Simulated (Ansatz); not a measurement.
The system is Te2Mo.

```
Te Mo
1.0
     6.33000    0.00000    0.00000
     0.00000    3.46900    0.00000
    -0.94679    0.00000   13.82762
Te Mo
8 4
Cartesian
  5.4013 2.6018 8.3588
  -0.0181 0.8672 5.4688
  4.9099 0.8672 11.7728
  0.4733 2.6018 2.0548
  1.7550 2.6018 12.3826
  3.6282 0.8672 1.4450
  2.1916 0.8672 8.9658
  3.1917 2.6018 4.8618
  4.2299 2.6018 13.7253
  1.1533 0.8672 0.1023
  3.8493 0.8672 6.8225
  1.5339 2.6018 7.0051
```

- Program: Ansatz 0.2.0
- Task: relaxation of cell and atoms
- Functional: PBE
- Potentials or basis: Ansatz PAW
- Cutoff: 420 eV (not typed: the program's choice for these potentials)
- k mesh: 3 × 6 × 2
- Occupations: fermi-dirac, width 0.05 eV
- Spin: no spin polarisation

At the start: volume 25.30 Å³/atom.

Q: How do energy, volume and symmetry change on relaxing?

A: It ends after 14 steps and the volume is 29.04 Å³/atom (+14.8 %); space group P2_1/m (No. 11, to 0.05 Å).

The path:
| step | energy change (eV) | largest force (eV/Å) | volume (Å³) |
| --- | --- | --- | --- |
| 1 | 0.0000 | 0.2112 | 303.64 |
| 2 | -0.1121 | 0.0957 | 317.87 |
| 3 | -0.1395 | 0.0717 | 323.89 |
| 4 | -0.1680 | 0.1241 | 330.61 |
| 5 | -0.1796 | 0.1024 | 335.78 |
| 6 | -0.1825 | 0.0158 | 338.06 |
| 7 | -0.1825 | 0.0099 | 339.23 |
| 8 | -0.1925 | 0.0097 | 339.23 |
| 9 | -0.1936 | 0.0076 | 341.89 |
| 10 | -0.1941 | 0.0147 | 346.34 |
| 11 | -0.1941 | 0.0021 | 347.08 |
| 12 | -0.1940 | 0.0060 | 348.15 |
| 13 | -0.1940 | 0.0036 | 348.44 |
| 14 | -0.1955 | 0.0035 | 348.44 |

Final structure:
```
Te Mo
1.0
     6.36796    0.00000    0.16686
     0.00000    3.46733    0.00000
    -0.58797    0.00000   15.76534
Te Mo
8 4
Cartesian
  5.5921 2.6005 9.5185
  0.1879 0.8668 6.4137
  5.3220 0.8668 13.8510
  0.4579 2.6005 2.0812
  2.1913 2.6005 14.3568
  3.5887 0.8668 1.5754
  2.3230 0.8668 10.0202
  3.4570 2.6005 5.9120
  4.6318 2.6005 15.8115
  1.1482 0.8668 0.1207
  4.0429 0.8668 7.9061
  1.7371 2.6005 8.0261
```

Caveat: the plane-wave basis is chosen anew once the cell has moved, so the energies of steps on either side of that aren't comparable; this functional lacks dispersion, which binds the layers, so the pressure and a relaxed spacing across them are unreliable.
